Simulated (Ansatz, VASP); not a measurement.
**One calculation of CaO, two programs**

```
Ca O
1.0
     4.01841    0.00000    0.00000
    -2.00921    3.48005    0.00000
     0.00000    0.00000    4.81653
Ca O
2 2
Direct
  0.66667 0.33333 0.25000
  0.33333 0.66667 0.75000
  0.66667 0.33333 0.75000
  0.33333 0.66667 0.25000
```

Change from the starting cell: volume scaled by 1.02.

Alike in both runs: task single point; functional PBE; k mesh 8 × 8 × 6; occupations fermi-dirac, width 0.05 eV; no spin polarisation.

|  | VASP | Ansatz |
| --- | --- | --- |
| version | VASP 6.6.1 | Ansatz 0.2.0 |
| potentials or method | VASP PAW PBE potentials, release 64 (Ca_sv, O) | Ansatz PAW |
| plane-wave cutoff (eV) | 520 | 420 |
| valence electrons in the cell | 32 | 32 |

```tsv
	VASP	Ansatz	Ansatz less VASP
gap on the k mesh at the Fermi level (eV)	3.09	3.11	+0.014
least direct gap on the mesh (eV)	3.09	3.11	+0.014
pressure (GPa)	-0.3	-0.7	-0.46
largest component of the traceless stress (GPa)	0.10	0.08	-0.018
```

Caveats: the pressure holds a Pulay correction of +0.3 GPa for the finite cutoff (Ansatz). A k mesh can miss the band edges.
